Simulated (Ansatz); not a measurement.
# ZrSi₇ polymorphs, one row open

Method: DFT PBE, scalar-relativistic, plane waves, PAW (Ansatz). Settings: cutoff 420 eV, Γ-centred meshes spaced at most about 0.3 Å⁻¹, and about 0.25 Å⁻¹ or finer for metals (2π included), Gaussian smearing. No spin polarisation.

Temperature and zero-point effects are left out. Rows are sorted by volume; energies count from the lowest form computed. Coordination counts Si atoms around Zr (those within 1.25 times the shortest such distance or 1.15 times the sum of covalent radii, 1.27 where that leaves under three; a plus sign parts nearer from farther groups). The table shows 6 of 8 forms computed.

| row | form | source | atoms | coordination | V (Å³/atom) | gap on mesh (eV) | ΔE (meV/atom) |
| --- | --- | --- | --- | --- | --- | --- | --- |
| 1 | P4/mmm | invented | 8 | Zr 4+8 | 15.3 | 0 | 187 |
| 2 | P6/mmm | invented | 8 | Zr 2+12 | 15.4 | 0 | 38 |
| 3 | P-6m2 | invented | 8 | Zr 12 | 15.7 | 0 | 192 |
| 4 | P2_1 | invented | 16 | Zr 13 | 16.0 | 0 | 0 |
| 5 | R3m | invented | 8 | Zr 13 | 16.2 | 0 | 91 |
| 6 | Cm | invented | 8 | Zr 13 | 16.7 | 0 | ? |

The cell of row 6:

```cif
data_structure
_symmetry_space_group_name_H-M 'Cm'
_symmetry_Int_Tables_number 8
_cell_length_a 7.2139
_cell_length_b 7.1866
_cell_length_c 5.3912
_cell_angle_alpha 90.000
_cell_angle_beta 107.221
_cell_angle_gamma 90.000
_cell_volume 266.97
loop_
_atom_site_label
_atom_site_type_symbol
_atom_site_symmetry_multiplicity
_atom_site_Wyckoff_symbol
_atom_site_fract_x
_atom_site_fract_y
_atom_site_fract_z
_atom_site_occupancy
Zr1 Zr 2 a 0.21479 0.50000 0.70811 1
Si1 Si 4 b 0.88345 0.33617 0.85947 1
Si2 Si 4 b 0.20646 0.30907 0.17827 1
Si3 Si 4 b 0.00778 0.82998 0.52791 1
Si4 Si 2 a 0.55342 0.50000 0.12358 1
```

Problem. Estimate the missing energy, and say where the row ranks.

Solution. 45 meV/atom, which puts it above row 2 and below row 5. Counting Si atoms around Zr, row 6 and the lowest form (row 4) both have Zr 13. Row 6 and the lowest form (row 4) both hold Si–Si bonds in all directions.

An observed structure of this formula, if there is one, may be missing.

For metals, differences of a few meV/atom aren't resolved. Cells relaxed within their symmetry can be saddle points. Some types were kept out of the candidates beforehand, so the set may lack a known form.

The energies follow neither density nor symmetry in any simple way: the two densest cells lie at 187 and 38 meV/atom, while the lowest form has an intermediate volume. Zr coordination sorts them better. Both forms with twelve Si neighbours in total lie near the top, and those with thirteen or fourteen lie lower. This suggests that a fuller Si cage suits the large, electropositive Zr atom, through Zr d–Si p bonding and charge transfer to silicon. The count isn't sufficient, though, since the forms with Zr 13 still spread up to 91 meV/atom; strain in the Si network probably accounts for much of that. All the cells are also denser than diamond-type silicon, so the open tetrahedral network that gives silicon its gap is probably lost, in keeping with the metallic character found. The estimate for row 6 places it well below row 5, but only narrowly above row 2; no uncertainty is given for it, so neither placement is certain. Because ZrSi₂ is the most silicon-rich established zirconium silicide, even the lowest form may decompose into ZrSi₂ and silicon, which a comparison among polymorphs cannot test.
